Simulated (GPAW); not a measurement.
HfO2:

```
Hf O
1.0
     4.81353    0.00000    0.00000
     0.00000    4.81353    0.00000
     0.00000    0.00000    3.20542
Hf O
2 4
Direct
  0.50000 0.50000 0.50000
  0.00000 0.00000 0.00000
  0.80504 0.19496 0.50000
  0.69496 0.69496 0.00000
  0.30504 0.30504 0.00000
  0.19496 0.80504 0.50000
```

Measurements of this composition are mostly on another form, of space group No. 14.

Program: GPAW 26.7.0. Alike in all runs: task dielectric tensor; potentials or basis GPAW PAW data sets (gpaw-data 1.2.1), pw; no spin polarisation; cell as given; k mesh 5 × 5 × 7; cutoff (eV) 650; smearing fermi-dirac 0.001 eV.

Question: Order these runs on this cell by their band gap on the k mesh, lowest first.
A. level PBE
B. level PBE+U; U Hf d U = 2.0 eV
C. level PBE+U; U Hf d U = 4.0 eV

Answer: A (4.00 eV), B (4.43 eV), C (4.86 eV).

Caveats: the long-wavelength limit can be off by several per cent where d states take part; spin-orbit coupling is left out, which moves the levels of the heavy elements; an odd mesh through Γ misses points on the zone boundary, where band edges often lie; response on these states lacks terms of the Hamiltonian (some runs).
